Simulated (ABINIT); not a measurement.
**BeTe (F-43m): G0W0 with ABINIT, start to end**

Aim: the G0W0 gap of BeTe (F-43m) on PBE with spin-orbit coupling, step by step.

Program: ABINIT 10.8.3. Level of theory: PBE and many-body steps on it, plane waves. Results are calculated unless marked as measured.

**Experimental background.**

- Gap 2.7 eV: absolute (indirect, Gamma to X) gap; bulk crystal (quoted from earlier experiment) (quoted in “The band structure of BeTe - a combined experimental and theoretical study”, 1997, arxiv:cond-mat/9712266).

- Gap 2.8 eV: absolute (indirect, Gamma to X) gap, second literature value; film (quoted from earlier experiment) (quoted in “The band structure of BeTe - a combined experimental and theoretical study”, 1997, arxiv:cond-mat/9712266).

## Step 1: The starting structure

The structure is cubic, space group F-43m (No. 216). The conventional cell has a = 5.663 Å, b = 5.663 Å, c = 5.663 Å, α = 90.00°, β = 90.00°, γ = 90.00°. Be has 4 Te at 2.45 Å nearest. Nearest to Te lie 4 Be at 2.45 Å. Farther neighbours and most contacts between anions are not listed.

The cell and positions are those that the Materials Project relaxed with its own functionals (PBE, PBE+U or r2SCAN), kept fixed.

## Step 2: Ground state

This step: ABINIT 10.8.3; DFT, PBE with spin-orbit coupling, plane waves, norm-conserving pseudopotentials.

The ground-state density comes first.

The input, run.abi:

```
acell 3*1.0 Angstrom
rprim 
  -0.000000000000 2.831458787600 2.831458787600
  2.831458787600 0.000000000000 2.831458787600
  2.831458787600 2.831458787600 0.000000000000
ntypat 2
znucl 4 52
natom 2
typat 1 2
xred 
  0.000000000000 0.000000000000 0.000000000000
  0.750000000000 0.750000000000 0.750000000000
pp_dirpath "pseudos"
pseudos "Be.upf, Te.upf"
ecut 38
nspinor 2
ngkpt 6 6 6
nshiftk 1
shiftk 0 0 0
kptopt 1
chksymbreak 0
nband 30
occopt 1
tolvrs 1e-10
nstep 60
prtwf 0
optforces 0
optstress 0
indata_prefix "in"
outdata_prefix "out"
tmpdata_prefix "tmp"
```

On the command line:

```
$ OMP_NUM_THREADS=1 mpirun -n 8 abinit run.abi > log
```

Numbers of over 12 decimals in the logs are rounded to 6 here.

Log:

```text
.Version 10.8.3 of ABINIT. v10.8.2 released Aug 2026.

 Symmetries : space group F-4 3 m (#216); Bravais cF (face-center cubic)
================================================================================
 Values of the parameters that define the memory need of the present run
     intxc =       0    ionmov =       0      iscf =       7    lmnmax =      15
     lnmax =      15     mgfft =      45  mpssoang =       5    mqgrid =    3001
     natom =       2  nloc_mem =       1    nspden =       1   nspinor =       2
    nsppol =       1      nsym =      24    n1xccc =    2501    ntypat =       2
    occopt =       1   xclevel =       2
-    mband =          30        mffmem =           1         mkmem =           2
       mpw =        3479          nfft =       91125          nkpt =          16
================================================================================
  Rough estimation (10% accuracy) of disk space for files :
================================================================================

--------------------------------------------------------------------------------
------------- Echo of variables that govern the present computation ------------
--------------------------------------------------------------------------------
 -outvars: echo values of preprocessed input variables --------
            acell      1.8897261259E+00  1.8897261259E+00  1.8897261259E+00 Bohr

      chksymbreak           0
             ecut      3.80000000E+01 Hartree
-          fftalg         312

              ixc     -101130
              kpt      0.00000000E+00  0.00000000E+00  0.00000000E+00
                       1.66666667E-01  0.00000000E+00  0.00000000E+00
                       3.33333333E-01  0.00000000E+00  0.00000000E+00
                       5.00000000E-01  0.00000000E+00  0.00000000E+00
                       1.66666667E-01  1.66666667E-01  0.00000000E+00
                       3.33333333E-01  1.66666667E-01  0.00000000E+00
                       5.00000000E-01  1.66666667E-01  0.00000000E+00
                      -3.33333333E-01  1.66666667E-01  0.00000000E+00
                      -1.66666667E-01  1.66666667E-01  0.00000000E+00
   [... 5 further rows ...]
                      -3.33333333E-01  3.33333333E-01  1.66666667E-01
                      -3.33333333E-01  5.00000000E-01  1.66666667E-01
         kptrlatt        6    0    0      0    6    0      0    0    6
          kptrlen      4.54020393E+01
P           mkmem           2
            natom           2
            nband          30
            ngfft          45      45      45
             nkpt          16
          nspinor           2
            nstep          60
             nsym          24
           ntypat           2
              occ      1.000000  1.000000  1.000000  1.000000  1.000000  1.000000
                       1.000000  1.000000  1.000000  1.000000  1.000000  1.000000
                       1.000000  1.000000  1.000000  1.000000  1.000000  1.000000
                       1.000000  1.000000  0.000000  0.000000  0.000000  0.000000
                       0.000000  0.000000  0.000000  0.000000  0.000000  0.000000
        optforces           0
        optstress           0
            prtwf           0
            rprim     -0.0000000000E+00  2.8314587876E+00  2.8314587876E+00
[...]
spgroup         216

           tolvrs      1.00000000E-10

             xred      0.0000000000E+00  0.0000000000E+00  0.0000000000E+00
[...]
znucl        4.00000   52.00000

================================================================================

 chkinp: Checking input parameters for consistency.

================================================================================
== DATASET  1 ==================================================================
-   mpi_nproc: 8, omp_nthreads: 1 (-1 if OMP is not activated)

--- !DatasetInfo
iteration_state: {dtset: 1, }
dimensions: {natom: 2, nkpt: 16, mband: 30, nsppol: 1, nspinor: 2, nspden: 1, mpw: 3479, }
cutoff_energies: {ecut:  38.0, pawecutdg:  -1.0, }
electrons: {nelect:   2.00000000E+01, charge:   0.00000000E+00, occopt:   1.00000000E+00, tsmear:   1.00000000E-02, }

 Real(R)+Recip(G) space primitive vectors, cartesian coordinates (Bohr,Bohr^-1):
 R(1)=  0.0000000  5.3506816  5.3506816  G(1)= -0.0934460  0.0934460  0.0934460
 R(2)=  5.3506816  0.0000000  5.3506816  G(2)=  0.0934460 -0.0934460  0.0934460
 R(3)=  5.3506816  5.3506816  0.0000000  G(3)=  0.0934460  0.0934460 -0.0934460
 Unit cell volume ucvol=  3.0637783E+02 bohr^3
 Angles (23,13,12)=  6.00000000E+01  6.00000000E+01  6.00000000E+01 degrees

 getcut: wavevector=  0.0000  0.0000  0.0000  ngfft=  45  45  45
         ecut(hartree)=     38.000   => boxcut(ratio)=   2.09542

--- Pseudopotential description ------------------------------------------------
- Be Generated using ONCVPSP code by D. R. Hamann
-  4.00000   4.00000  180419                  znucl, zion, pspdat
12 -101130 1 -1 1358                          pspcod,pspxc,lmax,lloc,mmax
     nproj     2     2     0     0
     spin-orbit psp
        nprojso     3     0     0
  pspatm : epsatm=    3.09816431
         --- l  ekb(1:nproj) -->
[...]
spin-orbit 1    0.002187   -0.000745    0.000343
 pspatm: atomic psp has been read  and splines computed

- Te Generated using ONCVPSP code by D. R. Hamann
- 52.00000  16.00000  180423                  znucl, zion, pspdat
12 -101130 2 -1 1324                          pspcod,pspxc,lmax,lloc,mmax
     nproj     2     4     2     0
     spin-orbit psp
        nprojso     4     3     0
  pspatm : epsatm=   36.72688025
         --- l  ekb(1:nproj) -->
[...]
1    5.643637    1.141599    0.029993    0.000092
             2   -5.981746   -1.855099
  spin-orbit 1    1.051039   -0.374717    0.113279   -0.001595
  spin-orbit 2    0.050434    0.021904   -0.000336
 pspatm: atomic psp has been read  and splines computed

   7.96500891E+02                                ecore*ucvol(ha*bohr**3)
--------------------------------------------------------------------------------

_setup2: Arith. and geom. avg. npw (full set) are    3424.838    3424.812

================================================================================

--- !BeginCycle
iteration_state: {dtset: 1, }
solver: {iscf: 7, nstep: 60, nline: 4, wfoptalg: 0, }
tolerances: {tolvrs: 1.00E-10, }

     iter   Etot(hartree)      deltaE(h)  residm     vres2
 ETOT  1  -118.73702584296    -1.187E+02 1.796E-01 2.401E+01
 ETOT  2  -118.79076895426    -5.374E-02 3.856E-02 1.133E+00
 ETOT  3  -118.79088449999    -1.155E-04 2.058E-03 7.638E-02
 ETOT  4  -118.79089078422    -6.284E-06 1.076E-03 4.187E-03
 ETOT  5  -118.79089090711    -1.229E-07 1.549E-03 5.396E-04
 ETOT  6  -118.79089092277    -1.566E-08 2.167E-03 2.683E-05
 ETOT  7  -118.79089092411    -1.341E-09 1.155E-03 5.451E-07
 ETOT  8  -118.79089092415    -3.870E-11 8.203E-04 2.739E-08
 ETOT  9  -118.79089092416    -4.050E-12 2.437E-04 7.277E-10
 ETOT 10  -118.79089092416    -1.748E-12 2.113E-04 6.313E-12

 At SCF step   10       vres2   =  6.31E-12 < tolvrs=  1.00E-10 =>converged.

--- !ResultsGS
iteration_state: {dtset: 1, }
comment   : Summary of ground state results
lattice_vectors:
- [ -0.0000000,   5.3506816,   5.3506816, ]
- [  5.3506816,   0.0000000,   5.3506816, ]
- [  5.3506816,   5.3506816,   0.0000000, ]
lattice_lengths: [   7.56701,    7.56701,    7.56701, ]
lattice_angles: [ 60.000,  60.000,  60.000, ] # degrees, (23, 13, 12)
lattice_volume:   3.0637783E+02
convergence: {deltae: -1.748E-12, res2:  6.313E-12, residm:  2.113E-04, diffor:  0.000E+00, }
etotal    :  -1.18790891E+02
entropy   :   0.00000000E+00
fermie    :   1.57101805E-01
cartesian_stress_tensor: null
pressure_GPa: null
xred      :
- [  0.0000E+00,   0.0000E+00,   0.0000E+00, Be]
- [  7.5000E-01,   7.5000E-01,   7.5000E-01, Te]
cartesian_forces: null
force_length_stats: {min: null, max: null, mean: null, }

 Integrated electronic density in atomic spheres:
 ------------------------------------------------
 Atom  Sphere_radius  Integrated_density
    1        2.00000          3.00116000
    2        2.00000         11.98393366
================================================================================

 ----iterations are completed or convergence reached----

 Mean square residual over all n,k,spin=   84.121E-08; max=  21.125E-05
 reduced coordinates (array xred) for    2 atoms
       0.000000000000      0.000000000000      0.000000000000
       0.750000000000      0.750000000000      0.750000000000
 rms dE/dt=  0.0000E+00; max dE/dt=  0.0000E+00; dE/dt below (all hartree)
    1       0.000000000000      0.000000000000      0.000000000000
    2       0.000000000000      0.000000000000      0.000000000000

 cartesian coordinates (angstrom) at end:
    1      0.000000     0.000000     0.000000
    2      4.247188     4.247188     4.247188
 length scales=  1.889726125908  1.889726125908  1.889726125908 bohr
              =  1.000000000000  1.000000000000  1.000000000000 angstroms
 prteigrs : about to open file out_EIG
 Fermi (or HOMO) energy (hartree) =   0.15710   Average Vxc (hartree)=  -0.34997
 Eigenvalues (hartree) for nkpt=  16  k points:
 kpt#   1, nband= 30, wtk=  0.00463, kpt=  0.0000  0.0000  0.0000 (reduced coord)
  -3.54285   -3.54285   -1.21601   -1.21601   -1.21601   -1.21601   -1.16238   -1.16238
  -1.16212   -1.16212   -1.16212   -1.16212   -0.30118   -0.30118    0.12270    0.12270
   0.15710    0.15710    0.15710    0.15710    0.27928    0.27928    0.28156    0.28156
   0.28156    0.28156    0.28323    0.28323    0.45663    0.45663
 prteigrs : prtvol=0 or 1, do not print more k-points.

--- !EnergyTerms
iteration_state     : {dtset: 1, }
comment             : Components of total free energy in Hartree
kinetic             :  6.55234387722364E+01
hartree             :  3.03021798597648E+01
xc                  : -2.70331285680257E+01
Ewald energy        : -6.30634738610019E+01
psp_core            :  2.59973412006897E+00
local_psp           : -8.88773401916639E+01
non_local_psp       : -3.82423010555358E+01
total_energy        : -1.18790890924157E+02
total_energy_eV     : -3.23246481544144E+03
band_energy         : -1.91739698081376E+01

== END DATASET(S) ==============================================================
================================================================================

 -outvars: echo values of variables after computation  --------
           etotal     -1.1879089092E+02
            nband          30
             nkpt          16
          spgroup         216
 [... the other variables as echoed above ...]

 Calculation completed.
```

Wall time 24 s (8 MPI ranks of Arm Neoverse V1, shared host); peak memory 0.65 GiB; 3.2 min of CPU time.

Numbers from this step:

| Property | Result |
| --- | --- |
| total energy | -3232.4648 eV |
| gap | 1.734 eV |
| k of the valence top | 0, 0, 0 |
| k of the conduction bottom | 0.5, 0.5, 0 |
| least direct gap | 3.325 eV |

The gap is indirect, with the least direct gap 1.59 eV higher.

(Continued in part 2 of 3.)

[Paths, hosts, dates, memory and timing lines, banners, echoed tables and standing remarks are left out of the program output.]

[Logs are printed without paths, hosts, clocks, repeated set-up lines and the standing remarks that a program may print on its own settings, such as how far it seeks lower states.]

[Runs of the session that timed out or met a known fault of the program may be left out.]

[Hosts, paths, dates, database ids (printed as entryN), source tags and the programs' standing remarks are cut or masked in the printed files.]

[G0W0 gaps are taken among the corrected bands and points alone; a level outside them can change the order at an edge.]

[Where Ansatz stands beside ABINIT at settings called matched, ABINIT's density can come from a denser mesh and the files from another edition; pairs whose starting gaps differed by over 0.03 eV were left out, so agreement reads better than it is.]
